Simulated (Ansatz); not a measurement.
**Zr2CO2 MXene monolayer in a perpendicular field**

What dipole does a perpendicular field induce in the Zr2CO2 MXene monolayer, and does the gap follow? A positive field points along +c.

Method: plane-wave DFT, PBE-D3(BJ), Ansatz PAW (set soft_1); PAW set soft_1, in Ansatz 0.2.0.

### 1. The starting structure

The cell holds 5 atoms: 2 O, 2 Zr and 1 C. Its edges and angles: a = 3.289 Å, b = 3.289 Å, c = 40.953 Å, α = 90.0°, β = 90.0°, γ = 120.0°. Vacuum lies along c.

### 2. Relaxation

The starting cell is a guess, so the in-plane lattice and the atoms are relaxed first, with the slab cut off from its images along the normal.

input.yaml reads:

```yaml
crystal:
  lattice:
    - [3.289, 0.0, 0.0]
    - [-1.6445, 2.848357553, 0.0]
    - [0.0, 0.0, 40.9529467957]
  atoms:
    - { symbol: O, position: [0.3333333333, 0.6666666667, 0.4395288107] }
    - { symbol: Zr, position: [0.6666666667, 0.3333333333, 0.4683111504] }
    - { symbol: C, position: [0.0, 0.0, 0.5] }
    - { symbol: Zr, position: [0.3333333333, 0.6666666667, 0.5316888496] }
    - { symbol: O, position: [0.6666666667, 0.3333333333, 0.5604711893] }
  periodic: [true, true, false]
kpoints:
  mp_grid: { grid: [12, 12, 1] }
hamiltonian:
  xc: pbe
  dispersion: d3bj
  pseudopotentials: { kind: paw, azcp: { folder: soft_1 } }
scf:
  occupations: { method: fermi_dirac, width: 0.05 }
  convergence: { dr2_threshold: 1.0e-09 }
relax:
  f_tol: 0.004
  max_steps: 90
  cell: {}
output:
  write_potential: true
  write_density: true
  volumetric_format: npy
```

Started as:

```bash
$ ansatz run input.yaml --threads 2 --pin off --max-ram 3072MiB --backend cpu --events-out ev --progress --plain --runs-dir out
```

Numbers of over 12 decimals in the logs are rounded to 6 here.

The log of the run:

```text
Warning: relax.cell: scf.convergence.dr2_threshold = 1e-9 eV is looser than the 2.23622978781e-10 eV advised for a relaxation that steers and ends on the stress (1e-10 eV for each atom of the cell: 5, times the square of relax.cell.stress_2d_tol = 0.05 N/m over 15.0 Å (the atoms' height at the walk's start and 5 Å past either face), 3.344e-2 GPa, over a crystal's default 0.05). What an SCF threshold leaves in a stress goes as its square root, and in the free energy as the threshold itself, and one threshold admits the most on a small cell: [figures from the program's tests cut] Set scf.convergence.dr2_threshold to 2.23622978781e-10 eV or tighter. [rest of the remark cut]
Engine: ansatz 0.2.0, aarch64-unknown-linux-gnu
Pseudopotentials: kind: paw
Pseudopotential: O, paw, valence charge 6, recommended cutoff 420 eV (normal), soft_1/O.paw.azcp
Pseudopotential: Zr, paw, valence charge 12, recommended cutoff 420 eV (normal), soft_1/Zr.paw.azcp
Pseudopotential: C, paw, valence charge 4, recommended cutoff 420 eV (normal), soft_1/C.paw.azcp
Functional definition: PBE
  parameter kappa = 0.804
  parameter beta = 0.066725
  exchange = pbe_x(kappa = kappa, mu = beta*pi^2/3)
  correlation = pbe_c(beta = beta)
Crystal: 5 atoms, lattice volume = 383.657 Å³
Basis set: ecut = 420 eV, 7625 PW (Γ), exchange–correlation on 48×48×576 points (8 copies of the dense FFT grid, shifted against one another)
Bands: 25, of which v1, the nominal top of the filled ones, is band 20 counted from 1 (19 counted from 0)
Symmetry: 12 space group operations
Space group: P-3m1 (ITA 164), of the structure as read, at distance tolerance 7.3e-5 Å
k-points: 19 of 144
Non-local potential: O, projectors of the file, l = 0: 2, l = 1: 2, l = 2: 1
Non-local potential: Zr, projectors of the file, l = 0: 3, l = 1: 2, l = 2: 2, l = 3: 1
Non-local potential: C, projectors of the file, l = 0: 2, l = 1: 2, l = 2: 1
PAW form: soft (Blöchl's): semilocal exchange-correlation on the pseudo side does not see the compensation charge
PAW one-centre angular grid: O, 110 points (default); XC on 64 Gauss nodes
PAW one-centre angular grid: Zr, 590 points (default); XC on 64 Gauss nodes
PAW one-centre angular grid: C, 110 points (default); XC on 64 Gauss nodes
Initial density: superposition of atomic densities (neutral atoms: chi_scale 0, normalization atom)
Initial wavefunctions: pseudopotential atomic-orbital guess
Functional: x = pbe(κ = 0.804, μ = 0.219515), c = pbe(β = 0.066725)
SCF iter   1: F=—  HF=-9765.592811 eV  |F-HF|=—  |Δ(HF+E_count)|=         —  Δρ=6.89e-2  dr2=2.38e1  ethr=3.10e-3  ⟨swp⟩=11.7  Hψ=3678  notcnv=0
preconditioner: auto → Resta (q_TF=auto, 1.872 Å⁻¹)  ε∞=1.5  [insulator: Δε(μ)=2.677 eV  Ē_g=16.774 eV  σ=0.050 eV  W_gap=1.00  n_scr=24 (ndim 8)  ℏωp=11.4 eV  f_vac=0.793  D(μ)=0.00/eV (n_scr^D=0)  ε∞_Penn≈1.5  vacuum switching on, ρ_ref=2.0e-2 e/Å³]
SCF iter   2: F=—  HF=-9763.017121 eV  |F-HF|=—  |Δ(HF+E_count)|=    2.58e0  Δρ=7.07e-2  dr2=2.37e1  ethr=3.10e-3  ⟨swp⟩=6.3  Hψ=1799  notcnv=0  defer=20
preconditioner: auto → LDOS  [insulator: Δε(μ)=0.150 eV  Ē_g=7.894 eV  σ=0.050 eV  W_gap=0.62  n_scr=24 (ndim 8)  ℏωp=9.3 eV  f_vac=0.800  D(μ)=0.66/eV (n_scr^D=6)  ε∞_Penn≈2.4  β→1.0]
SCF iter   3: F=—  HF=-9759.910738 eV  |F-HF|=—  |Δ(HF+E_count)|=    3.11e0  Δρ=1.14e-2  dr2=9.14e-1  ethr=3.10e-3  ⟨swp⟩=6.2  Hψ=1626  notcnv=0  defer=1
SCF iter   4: F=—  HF=-9759.793556 eV  |F-HF|=—  |Δ(HF+E_count)|=   1.17e-1  Δρ=4.32e-3  dr2=8.42e-2  ethr=2.29e-3  ⟨swp⟩=2.9  Hψ=840  notcnv=0  defer=12
SCF iter   5: F=—  HF=-9759.787460 eV  |F-HF|=—  |Δ(HF+E_count)|=   6.10e-3  Δρ=1.44e-3  dr2=2.22e-2  ethr=2.11e-4  ⟨swp⟩=3.9  Hψ=1262  notcnv=0  defer=12
SCF iter   6: F=—  HF=-9759.783791 eV  |F-HF|=—  |Δ(HF+E_count)|=   3.67e-3  Δρ=7.59e-4  dr2=4.49e-3  ethr=5.56e-5  ⟨swp⟩=3.1  Hψ=905  notcnv=0  defer=12
SCF iter   7: F=—  HF=-9759.783258 eV  |F-HF|=—  |Δ(HF+E_count)|=   5.33e-4  Δρ=2.39e-4  dr2=2.69e-4  ethr=1.12e-5  ⟨swp⟩=3.4  Hψ=1018  notcnv=0  defer=12
SCF iter   8: F=—  HF=-9759.783212 eV  |F-HF|=—  |Δ(HF+E_count)|=   4.57e-5  Δρ=7.04e-5  dr2=3.09e-5  ethr=6.74e-7  ⟨swp⟩=4.1  Hψ=1200  notcnv=0  defer=12
SCF iter   9: F=—  HF=-9759.783258 eV  |F-HF|=—  |Δ(HF+E_count)|=   4.52e-5  Δρ=2.81e-5  dr2=7.84e-6  ethr=7.73e-8  ⟨swp⟩=2.9  Hψ=983  notcnv=0  defer=12
SCF iter  10: F=—  HF=-9759.783254 eV  |F-HF|=—  |Δ(HF+E_count)|=   3.87e-6  Δρ=8.65e-6  dr2=5.36e-7  ethr=1.96e-8  ⟨swp⟩=3.5  Hψ=980  notcnv=0  defer=12
SCF iter  11: F=—  HF=-9759.783252 eV  |F-HF|=—  |Δ(HF+E_count)|=   1.99e-6  Δρ=1.71e-6  dr2=2.45e-8  ethr=1.34e-9  ⟨swp⟩=2.5  Hψ=897  notcnv=0  defer=12
SCF iter  12: F=-9759.783252 eV  HF=-9759.783252 eV  |F-HF|=1.47e-10  |Δ(HF+E_count)|=  7.99e-10  Δρ=2.49e-7  dr2=2.22e-10  ethr=2.50e-12  ⟨swp⟩=12.5  Hψ=5112  notcnv=0
SCF 1 converged in 12 iterations: F = -9759.783252 eV  dr2 = 2.22e-10
  greatest PAW one-centre occupation: 0.997 electrons in one spin orbital (limit 2), on the Zr atom at site 3 (counted from 0), in its partial waves of l = 0
relax step   1: F+E_penalty+E_count = -9759.78325181 eV  Δ(F+E_penalty+E_count) = +0.000e0 eV  max|allowed force component| = 4.911e0 eV/Å  Δτ_max = 0.0000 Å  P = -4.121 N/m  Ω = 383.657 Å³  fix = [c, alpha, beta]  reactions: c -0.000 N/m  (12 SCF iters, accepted)
Crystal: 5 atoms, lattice volume = 383.841 Å³
Initial density: handed on by an earlier stage of this run
Initial wavefunctions: those handed on with the density
iter 1 solved again at ethr=1.99e-3 eV; its pass at ethr=3.10e-3 eV (dr2=7.95e-1 eV) is discarded
SCF iter   1: F=—  HF=-9760.810092 eV  |F-HF|=—  |Δ(HF+E_count)|=         —  Δρ=1.36e-2  dr2=7.97e-1  ethr=1.99e-3  ⟨swp⟩=1.5  Hψ=4686  notcnv=0
preconditioner: auto → Resta (q_TF=auto, 1.872 Å⁻¹)  ε∞=1.9  [insulator: Δε(μ)=0.692 eV  Ē_g=9.571 eV  σ=0.050 eV  W_gap=1.00  n_scr=24 (ndim 8)  ℏωp=9.3 eV  f_vac=0.800  D(μ)=0.00/eV (n_scr^D=0)  ε∞_Penn≈1.9  vacuum switching on, ρ_ref=6.6e-3 e/Å³]
SCF iter   2: F=—  HF=-9760.571902 eV  |F-HF|=—  |Δ(HF+E_count)|=   2.38e-1  Δρ=4.96e-3  dr2=1.49e-1  ethr=1.99e-3  ⟨swp⟩=3.4  Hψ=1012  notcnv=0
SCF iter   3: F=—  HF=-9760.559006 eV  |F-HF|=—  |Δ(HF+E_count)|=   1.29e-2  Δρ=4.38e-3  dr2=8.41e-2  ethr=3.74e-4  ⟨swp⟩=4.5  Hψ=1155  notcnv=0
SCF iter   4: F=—  HF=-9760.545474 eV  |F-HF|=—  |Δ(HF+E_count)|=   1.35e-2  Δρ=1.20e-3  dr2=4.08e-3  ethr=2.10e-4  ⟨swp⟩=3.1  Hψ=956  notcnv=0
SCF iter   5: F=—  HF=-9760.546624 eV  |F-HF|=—  |Δ(HF+E_count)|=   1.15e-3  Δρ=7.92e-4  dr2=2.62e-3  ethr=1.02e-5  ⟨swp⟩=3.4  Hψ=1144  notcnv=0
[...]
SCF iter   2: F=—  HF=-9760.676227 eV  |F-HF|=—  |Δ(HF+E_count)|=   3.67e-2  Δρ=4.10e-3  dr2=8.60e-2  ethr=6.01e-4  ⟨swp⟩=3.2  Hψ=841  notcnv=0
SCF iter   3: F=—  HF=-9760.667446 eV  |F-HF|=—  |Δ(HF+E_count)|=   8.78e-3  Δρ=2.92e-3  dr2=3.45e-2  ethr=2.15e-4  ⟨swp⟩=3.9  Hψ=1140  notcnv=0  defer=2
SCF iter   4: F=—  HF=-9760.663181 eV  |F-HF|=—  |Δ(HF+E_count)|=   4.27e-3  Δρ=6.42e-4  dr2=8.93e-4  ethr=8.63e-5  ⟨swp⟩=2.5  Hψ=864  notcnv=0  defer=2
SCF iter   5: F=—  HF=-9760.663515 eV  |F-HF|=—  |Δ(HF+E_count)|=   3.35e-4  Δρ=2.69e-4  dr2=3.22e-4  ethr=2.23e-6  ⟨swp⟩=3.0  Hψ=1008  notcnv=0  defer=2
SCF iter   6: F=—  HF=-9760.663457 eV  |F-HF|=—  |Δ(HF+E_count)|=   5.86e-5  Δρ=9.83e-5  dr2=2.20e-5  ethr=8.04e-7  ⟨swp⟩=2.9  Hψ=836  notcnv=0  defer=2
SCF iter   7: F=—  HF=-9760.663495 eV  |F-HF|=—  |Δ(HF+E_count)|=   3.84e-5  Δρ=2.09e-5  dr2=1.31e-6  ethr=5.49e-8  ⟨swp⟩=3.6  Hψ=1048  notcnv=0  defer=2
SCF iter   8: F=—  HF=-9760.663494 eV  |F-HF|=—  |Δ(HF+E_count)|=   1.20e-6  Δρ=3.72e-6  dr2=4.03e-8  ethr=3.27e-9  ⟨swp⟩=3.3  Hψ=1029  notcnv=0  defer=2
SCF iter   9: F=—  HF=-9760.663494 eV  |F-HF|=—  |Δ(HF+E_count)|=   3.25e-8  Δρ=9.13e-7  dr2=1.39e-9  ethr=1.01e-10  ⟨swp⟩=3.3  Hψ=1029  notcnv=0  defer=2
SCF iter  10: F=-9760.663494 eV  HF=-9760.663494 eV  |F-HF|=2.53e-10  |Δ(HF+E_count)|=  7.26e-10  Δρ=1.48e-7  dr2=9.05e-11  ethr=2.50e-12  ⟨swp⟩=12.8  Hψ=3964  notcnv=0
SCF 3 converged in 10 iterations: F = -9760.663494 eV  dr2 = 9.05e-11
relax step   3: F+E_penalty+E_count = -9760.66349401 eV  Δ(F+E_penalty+E_count) = -1.173e-1 eV  max|allowed force component| = 3.866e-1 eV/Å  Δτ_max = 0.1448 Å  P = -4.301 N/m  Ω = 397.781 Å³  energy of the carried Pulay correction = -3.916e-3 eV  fix = [c, alpha, beta]  reactions: c -0.000 N/m  (10 SCF iters, accepted)
[...]
relax step   4: F+E_penalty+E_count = -9760.75245099 eV  Δ(F+E_penalty+E_count) = -8.896e-2 eV  max|allowed force component| = 1.154e-1 eV/Å  Δτ_max = 0.0970 Å  P = +0.172 N/m  Ω = 383.295 Å³  energy of the carried Pulay correction = +1.024e-4 eV  fix = [c, alpha, beta]  reactions: c +0.000 N/m  (10 SCF iters, accepted)
[...]
relax step   5: F+E_penalty+E_count = -9760.75314824 eV  Δ(F+E_penalty+E_count) = -6.973e-4 eV  max|allowed force component| = 2.668e-3 eV/Å  Δτ_max = 0.0068 Å  P = +0.065 N/m  Ω = 384.014 Å³  energy of the carried Pulay correction = -1.007e-4 eV  fix = [c, alpha, beta]  reactions: c +0.000 N/m  (8 SCF iters, accepted)
[...]
relax step   6: F+E_penalty+E_count = -9760.75311204 eV  Δ(F+E_penalty+E_count) = +3.620e-5 eV  max|allowed force component| = 6.630e-4 eV/Å  Δτ_max = 0.0007 Å  P = +0.000 N/m  Ω = 384.177 Å³  energy of the carried Pulay correction = -1.466e-4 eV  fix = [c, alpha, beta]  reactions: c +0.000 N/m  (6 SCF iters, accepted)
Initial wavefunctions: pseudopotential atomic-orbital guess (no wavefunctions were taken with the density)
iter 1 solved again at ethr=2.60e-8 eV; its pass at ethr=3.10e-3 eV (dr2=1.04e-5 eV) is discarded
SCF iter   1: F=—  HF=-9760.753184 eV  |F-HF|=—  |Δ(HF+E_count)|=         —  Δρ=5.55e-6  dr2=7.64e-9  ethr=2.60e-8  ⟨swp⟩=7.8  Hψ=6248  notcnv=0
SCF iter   2: F=—  HF=-9760.753233 eV  |F-HF|=—  |Δ(HF+E_count)|=   4.92e-5  Δρ=2.71e-6  dr2=2.98e-9  ethr=1.91e-11  ⟨swp⟩=4.9  Hψ=1595  notcnv=0
SCF iter   3: F=—  HF=-9760.753249 eV  |F-HF|=—  |Δ(HF+E_count)|=   1.58e-5  Δρ=1.27e-6  dr2=1.29e-9  ethr=7.44e-12  ⟨swp⟩=3.5  Hψ=875  notcnv=0
SCF iter   4: F=-9760.753255 eV  HF=-9760.753255 eV  |F-HF|=2.99e-7  |Δ(HF+E_count)|=   6.64e-6  Δρ=2.10e-7  dr2=1.67e-10  ethr=2.50e-12  ⟨swp⟩=18.5  Hψ=4408  notcnv=0
SCF 7 converged in 4 iterations: F = -9760.753255 eV  dr2 = 1.67e-10
relax step   7: F+E_penalty+E_count = -9760.75325548 eV  Δ(F+E_penalty+E_count) = -1.434e-4 eV  max|allowed force component| = 6.414e-4 eV/Å  Δτ_max = 0.0000 Å  P = -0.002 N/m  Ω = 384.177 Å³  fix = [c, alpha, beta]  reactions: c -0.000 N/m  stress off target by 1.73e-3 N/m on what of the cell is left free  SCF on the basis re-selected at this cell (its energy is not comparable with the rows above)  (4 SCF iters)
basis re-selected at this cell: Δ(F+E_penalty+E_count) = -1.434e-4 eV, ΔP = -0.002 N/m vs the last step (what re-selecting the basis moved, of the pressure what is left beyond the Pulay correction that the steps carried, after the strain that the cell walked since its last selection, with what the two solves' SCF thresholds leave and, on support functions, any second-order correction that the steps lacked; it is no m [...]
WARN: The input density's exchange-correlation potential varies sharply where the density is thin. Do not read a vacuum level from v_tot or v_xc, or from such a field of the output density. On a cell that repeats whose density bears no net charge and no dipole along the vacuum's axis use v_es (v_loc + v_h of the components); under efield.dipole_correction with no amplitude use v_es + v_field, which holds any external [...]
SCF converged after 4 iterations
Free energy (F): -9760.753255 eV
Harris-Foulkes:  -9760.753255 eV  (|F-HF|=2.99e-7)
Internal energy: -9760.753252 eV  (E = F + TS)
E sigma→0 (E₀):  -9760.753254 eV
Entropy (-TS):   -0.000004 eV (-0.001 meV/atom)
Fermi energy:    -4.922463 eV
--- Per-component energies (eV) ---
  E_band       = -884.147714
  E_kinetic    = 1057.131426
  E_local      = -129104.965855  (includes V_loc(G=0)·N_el)
  E_nonlocal   = 272.619592
  E_hartree    = 63891.010347
  E_xc         = -502.685575
  E_vxc        = -610.205300  (∫ρ·V_xc dr)
  E_paw        = -6351.313808  (= ΣΔE_a)
  E_vpaw       = -280.750022  (= ΣTr[D̂ρ^β])
  E_aug_tail   = 0.001509  (compensation charges beyond the density's cutoff)
  E_ewald      = 60978.501714
  E_disp       = -1.052600  (pairwise vdW)
  E_smearing   = -0.000004  (= −TS)
  E_closure    = 0.000000  (closes the sum)
  Σ components = -9760.753255   (vs F -9760.753255, Δ=0.00e0)
--- Forces (eV/Å), atoms counted from 1 ---
  atom   1  O     -0.00000000     0.00000000    -0.00012854
  atom   2  Zr     0.00000000     0.00000000    -0.00064141
  atom   3  C      0.00000000    -0.00000000     0.00000000
  atom   4  Zr    -0.00000000    -0.00000000     0.00064141
  atom   5  O      0.00000000    -0.00000000     0.00012854
  max |Σ_I F_I| component: 1.63e-19 eV/Å
--- 2D stress c σ (N/m, compression-positive) ---
       -0.001730       0.000000       0.000000
       -0.000000      -0.001730       0.000000
        0.000000       0.000000      -0.000000
  P = ½ c Tr σ = -0.0017 N/m
--- Band table (eV; the first three rows and the last of 19) ---
  k-point 0: bands = [... 16 lower, -9.5390, -6.5640, -5.3728, -5.3728, -3.5073, -3.5073, -3.0853, -2.0867, ... 1 higher]
  k-point 1: bands = [... 16 lower, -9.4264, -6.4391, -5.9147, -5.6305, -3.5175, -3.1864, -2.9814, -2.0471, ... 1 higher]
  k-point 2: bands = [... 16 lower, -9.1887, -6.9084, -6.2800, -6.0619, -3.8374, -2.6576, -2.5393, -1.7952, ... 1 higher]
  k-point 18: bands = [... 16 lower, -9.0073, -7.6538, -7.6285, -7.6285, -3.2028, -2.2734, -2.2734, -1.4543, ... 1 higher]
  the weakly bound empty levels are not read free of the cell's end (no_gap_told)
--- Relaxed structure (6 steps of the walk, 6 accepted, 1 SCFs on fresh bases) ---
  F+E_penalty+E_count = -9760.75325548 eV   max|allowed force component| = 6.414e-4 eV/Å   (the final SCF, on the basis selected at the relaxed cell)
  cell:  # Å, volume = 384.1767 Å³
    - [3.291225, 0.0, 0]
    - [-1.645613, 2.850285, 0]
    - [0, 0, 40.9529467957]
  atoms:
    - { symbol: O, position: [0.333333, 0.666667, 0.443378] }
    - { symbol: Zr, position: [0.666667, 0.333333, 0.465946] }
    - { symbol: C, position: [0, 0, 0.5] }
    - { symbol: Zr, position: [0.333333, 0.666667, 0.534054] }
    - { symbol: O, position: [0.666667, 0.333333, 0.556622] }
```

It took 45 s on 2 threads of Arm Neoverse V1, shared host; peak memory 0.65 GiB; 88 s of CPU time.

The steps of the relaxation:

```tsv
step	energy less that of the first step (eV)	largest force component (eV/Å)	volume (Å³)
1	0.0000	4.9114	383.66
2	-0.7630	2.2699	383.84
3	-0.8802	0.3866	397.78
4	-0.9692	0.1154	383.29
5	-0.9699	0.0027	384.01
6	-0.9699	0.0007	384.18
7*	-0.9700	0.0006	384.18
```

Relaxation steps marked * repeat the geometry before them on a plane-wave basis chosen anew for their cell, so energy and pressure can jump there.

Forces are held to the 12 operations that the run works with; a distortion that breaks them can't arise in this run.

```tsv
cell as run	before	after	change
a (Å)	3.289	3.291	+0.1 %
b (Å)	3.289	3.291	+0.1 %
```

The atoms that moved most (Å, along periodic axes as changes of fractional coordinates times the final cell, across vacuum about the mean position):

```tsv
atom	dx	dy	dz	length
O1	0.000	0.000	0.158	0.158
O5	0.000	0.000	-0.158	0.158
Zr4	0.000	0.000	0.097	0.097
Zr2	0.000	0.000	-0.097	0.097
```

Final coordinates:

```xyz
5
Lattice="3.2912 0.0000 0.0000 -1.6456 2.8503 0.0000 0.0000 0.0000 40.9529" Properties=species:S:1:pos:R:3
O     0.0000    1.9002   18.1576
Zr    1.6456    0.9501   19.0819
C     0.0000    0.0000   20.4765
Zr    0.0000    1.9002   21.8711
O     1.6456    0.9501   22.7953
```

The lattice constant a goes from 3.289 to 3.291 Å.

(Continued in part 2 of 2.)

[Logs are printed without paths, hosts, clocks, repeated set-up lines and the standing remarks that a program may print on its own settings, such as how far it seeks lower states.]

[Hosts, paths, dates, database ids (printed as entryN), source tags and the programs' standing remarks are cut or masked in the printed files.]

[Maps of the electrostatic potential energy from Ansatz leave out the sawtooth potential of an applied field or a dipole correction, so their vacuum need not be flat; planar profiles and work functions include it.]
